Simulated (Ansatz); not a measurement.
The system is EuO.

```
Eu O
1.0
     0.00000    2.57195    2.57195
     2.57195    0.00000    2.57195
     2.57195    2.57195    0.00000
Eu O
1 1
Cartesian
  0.0000 0.0000 0.0000
  2.5720 2.5720 2.5720
```

Base run:

| Item | Value |
| --- | --- |
| Program | Ansatz 0.2.0 |
| Functional | revPBE |
| Potentials or basis | Ansatz PAW |
| Cutoff | 420 eV (not typed: the program's choice for these potentials) |
| k mesh | 9 × 9 × 9 |
| Occupations | fermi-dirac, width 0.05 eV |
| Spin | collinear spin, ferromagnetic start |
| Starting moments | [7.0, 0.0] μB |

Its results: band gap on the k mesh none (metal or under the smearing width); pressure -1.5 GPa; net moment 6.99 μB per cell; site moments Eu +6.63; O -0.09 μB.

**Question.** The run is repeated on the same cell with these changes: functional from revPBE to PBEsol; occupations from fermi-dirac, width 0.05 eV to gaussian, width 0.1 eV. What comes out?

**Answer.** Band gap on the k mesh none (metal or under the smearing width); pressure -9.1 GPa; net moment 6.97 μB per cell; site moments Eu +6.61; O -0.08 μB.

Caveats: spin-orbit coupling is left out, which moves the levels of the heavy elements; a cell with one magnetic atom can't hold antiferromagnetic order, which such compounds often take; without U or exact exchange the open f shell lies at the Fermi level, which spoils levels, moments and volumes; the PAW data sets come from PBE, with cores solved anew for the run's functional, which leaves a small shift of forces and pressure.
